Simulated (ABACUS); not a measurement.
Crystal: CdTe.

```xyz
2
Lattice="0.0000 3.2050 3.2050 3.2050 0.0000 3.2050 3.2050 3.2050 0.0000" Properties=species:S:1:pos:R:3 pbc="T T T"
Te    1.6025    1.6025    1.6025
Cd    0.0000    0.0000    0.0000
```

* Program: ABACUS 3.10.1
* Task: relaxation of cell and atoms
* Functional: SOGGA
* Potentials or basis: GBRV ultrasoft 1.5 PBEsol
* Cutoff: 544 eV
* Density cutoff: 4354 eV
* Basis: plane waves
* k mesh: 6 × 6 × 6
* Occupations: fermi-dirac, width 0.05 eV
* Spin: no spin polarisation

At the start: pressure 1.3 GPa; volume 32.92 Å³/atom.

**Question.** Where does the relaxation end?

**Answer.** Over 3 steps the energy falls by 3.6 meV/atom and the volume is 33.83 Å³/atom (+2.7 %); space group F-43m (No. 216, to 0.05 Å).

The path:
| step | energy change (eV) | largest force (eV/Å) | pressure (GPa) | volume (Å³) |
| --- | --- | --- | --- | --- |
| 1 | 0.0000 | 0.0000 | 1.32 | 65.84 |
| 2 | -0.0056 | 0.0000 | -0.58 | 68.55 |
| 3 | -0.0073 | 0.0000 | 0.00 | 67.65 |

Final structure:
```
CELL_PARAMETERS angstrom
0.00000 3.23409 3.23409
3.23409 0.00000 3.23409
3.23409 3.23409 0.00000
ATOMIC_POSITIONS crystal
Te 0.25000 0.25000 0.25000
Cd 0.00000 0.00000 0.00000
```

Caveat: the potentials were made for another functional, which shifts forces and pressure.
